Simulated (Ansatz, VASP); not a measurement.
# Cross-check of GaP between VASP and Ansatz, part 2 of 2

Aim: how closely do two programs agree when they are given the same cell, functional and k mesh? The cell is taken from a series of runs on this material, whose earlier steps may have relaxed, scaled, displaced or heated it; both programs get it as it stands.

VASP 6.6.1 and Ansatz 0.2.0.

So far, gap on the k-mesh: step 4 (differences) 1.32.

## Step 7: Side by side

Compared:

| quantity | Ansatz | VASP | difference |
| --- | --- | --- | --- |
| pressure (GPa) | -3.89 | -3.87 | -0.02 |
| gap on the k mesh (eV) | 1.314 | 1.329 | -0.014 |

A gap on the mesh is an upper bound, since the band edges may lie between its points.

## Step 8: VASP: single point, LDA, pair 3

With cell and atoms fixed, the geometry can't cause a difference; cores, projectors, grids and the points listed under the comparison can. The cell compared in this pair holds 41.77 Å³, against 41.11 Å³ for the pair before.

File INCAR:

```
SYSTEM = GaP
PREC = Accurate
ENCUT = 500
EDIFF = 1E-06
NELM = 120
ISMEAR = -1
SIGMA = 0.02
LREAL = .FALSE.
ALGO = Normal
GGA = PW92
NBANDS = 15
LORBIT = 11
LWAVE = .FALSE.
LCHARG = .FALSE.
ISIF = 2
LASPH = .TRUE.
GGA_COMPAT = .FALSE.
EFERMI = MIDGAP
```

File POSCAR:

```
GaP
1.0
   -1.9655836152     -2.7797549983      1.9110743684
    1.9655836152     -2.7797549983      1.9110743684
    0.0000000000      0.0000000034      3.8221487318
Ga P
1 1
Direct
    0.0015680115      0.0015680115      0.9984319885
    0.7484319885      0.7484319885      0.7515680115
```

File KPOINTS:

```
Automatic mesh
0
Gamma
6 6 6
0 0 0
```

Potentials, in the order of the species: Ga_d and P (LDA family, release 64).

Started as:

```console
$ mpirun -np 1 vasp_std
```

Numbers of over 12 decimals in the logs are rounded to 6 here.

The log of the run:

```text
[... set-up lines as in an earlier step ...]
 entering main loop
       N       E                     dE             d eps       ncg     rms          rms(c)
DAV:   1     0.804276398927E+02    0.80428E+02   -0.88609E+03  1402   0.164E+03
DAV:   2    -0.428816042151E+01   -0.84716E+02   -0.81014E+02  1590   0.313E+02
DAV:   3    -0.105854706532E+02   -0.62973E+01   -0.62726E+01  1695   0.692E+01
DAV:   4    -0.106915717642E+02   -0.10610E+00   -0.10607E+00  1763   0.993E+00
[...]
DAV:  10    -0.103811677104E+02   -0.33071E-05   -0.48247E-05  2000   0.698E-02    0.297E-02
DAV:  11    -0.103811744250E+02   -0.67146E-05   -0.84850E-06  1733   0.452E-02    0.638E-03
DAV:  12    -0.103811742252E+02    0.19972E-06   -0.62505E-07  1236   0.796E-03
   1 F= -.10381174E+02 E0= -.10381174E+02  d E =-.461190E-14
```

From OUTCAR (step 8):

```text
  Total       -1.6727839     -1.4934430     -0.7129949      0.0000000      0.0000000     -0.0000000
  in kB      -64.1674543    -57.2879932    -27.3502569      0.0000000      0.0000000     -0.0000000
  external PRESSURE =     -49.6019015 kB  Pullay stress =       0.0000000 kB

 POSITION                                       TOTAL-FORCE (eV/Angst)
 -----------------------------------------------------------------------------------
      0.00000     -0.00872      3.82215         0.000000      0.001955     -0.000000
      0.00000     -4.16092      5.73322         0.000000     -0.001955      0.000000
 -----------------------------------------------------------------------------------
    total drift:                                0.000000     -0.000314     -0.000001

  FREE ENERGIE OF THE ION-ELECTRON SYSTEM (eV)
  ---------------------------------------------------
  free  energy   TOTEN  =       -10.3811742252 eV

  energy  without entropy=      -10.3811742252  energy(sigma->0) =      -10.38117423

[... 1 part as in an earlier step ...]

[... 2 further parts left out ...]
[key lines of the parts left out:]
E-fermi :   4.9051
```

The run ends at a pressure of -4.96 GPa, with forces up to 0.0020 eV/Å.

## Step 9: Ansatz: single point, LDA, pair 3

The same cell, functional (in two slightly different forms), mesh and smearing now go to Ansatz, which takes its cutoff from its data sets.

The cell is taken from a series of runs on this material, whose earlier steps may have relaxed, scaled, displaced or heated it; both programs get it as it stands.

File input.yaml:

```yaml
crystal:
  lattice:
    - [-1.9655836152, -2.7797549983, 1.9110743684]
    - [1.9655836152, -2.7797549983, 1.9110743684]
    - [0.0, 3.4e-09, 3.8221487318]
  atoms:
    - { symbol: Ga, position: [0.0015680115, 0.0015680115, -0.0015680115] }
    - { symbol: P, position: [0.7484319885, 0.7484319885, 0.7515680115] }
kpoints:
  mp_grid: { grid: [6, 6, 6] }
  band_path:
    path:
      - [[0.0, 0.0, 0.0], [0.5, 0.5, 0.0], [0.36775519, 0.36775519, -0.26448962]]
      - [[-0.36775519, -0.36775519, -0.73551038], [0.0, 0.0, 0.0], [-0.375, 0.375, 0.0]]
      - [[0.375, 0.625, 0.0], [0.5, 0.5, 0.0]]
      - [[0.0, 0.0, 0.0], [0.0, 0.0, -0.5], [-0.25, 0.25, -0.5], [0.0, 0.5, 0.0], [0.0, 0.0, 0.0], [-0.5, 0.0, -0.5], [-0.25, 0.25, -0.5]]
    npoints: 10
hamiltonian:
  xc: lda
scf:
  occupations: { method: fermi_dirac, width: 0.02 }
  n_extra_bands: 30
output:
  eigenvalues: true
  forces: true
  stress: true
  fatbands: true
```

Started as:

```console
$ ansatz run input.yaml --threads 8 --pin off --max-ram 18432MiB --backend cpu --events-out ev --progress --plain --runs-dir out
```

The log of the run:

```text
[...]
Crystal: 2 atoms, lattice volume = 41.767 Å³
Basis set: ecut = 420 eV, 845 PW (Γ)
Bands: 39, of which v1, the nominal top of the filled ones, is band 9 counted from 1 (8 counted from 0)
Symmetry: 4 space group operations
[...]
k-points: 46 of 216 (time reversal used)
[...]
k-point 0: bands = [... 5 lower, -5.8299, 6.3934, 6.3991, 6.5859, 7.7842, 10.0738, 10.2985, 10.4086, ... 26 higher]
  k-point 1: bands = [... 5 lower, -5.4795, 4.1144, 6.0374, 6.0727, 8.4653, 10.6437, 10.8049, 11.3651, ... 26 higher]
  k-point 2: bands = [... 5 lower, -4.5420, 1.3457, 5.5099, 5.5317, 7.9634, 11.0935, 11.1311, 13.7267, ... 26 higher]
  k-point 45: bands = [... 5 lower, -3.0126, -0.3099, 3.7628, 4.0853, 7.9278, 8.3983, 16.6047, 16.7062, ... 26 higher]
[key lines of the parts left out:]
SCF converged after 6 iterations
Free energy (F): -4433.699150 eV
Fermi energy:    7.150359 eV
P = ⅓ Tr σ = -4.9793 GPa (-49.793 kbar)
```

Between step 4 and this run (cell volume +4.8 %) the value for the gap on the k-mesh moves from 1.32 to 1.14.

## Step 10: Side by side

The two programs side by side:

```csv
quantity,Ansatz,VASP,difference
pressure (GPa),-4.98,-4.96,-0.02
gap on the k mesh (eV),1.143,1.157,-0.014
```

A gap on the mesh is an upper bound, since the band edges may lie between its points.

## Step 11: Outcome

| Item | Value |
| --- | --- |
| difference in gap on the k mesh (single point, LDA, pair 1) | -0.0015 eV |
| difference in gap on the k mesh (single point, LDA, pair 2) | -0.014 eV |
| difference in gap on the k mesh (single point, LDA, pair 3) | -0.014 eV |

In words: The difference in gap on the k mesh is -0.014 eV (single point, LDA, pair 2), within the 0.08 eV picked in this series as the mark of a large difference. 5 further runs of this series are not shown here. Such differences can come from data sets, numerical settings and the points named under the comparisons, not from the functional's error against experiment.

[Lines on the potential files, build, host, timing and source positions are cut from VASP's logs without a mark.]

[Logs are printed without paths, hosts, clocks, repeated set-up lines and the standing remarks that a program may print on its own settings, such as how far it seeks lower states.]

[Hosts, paths, dates, database ids (printed as entryN), source tags and the programs' standing remarks are cut or masked in the printed files.]
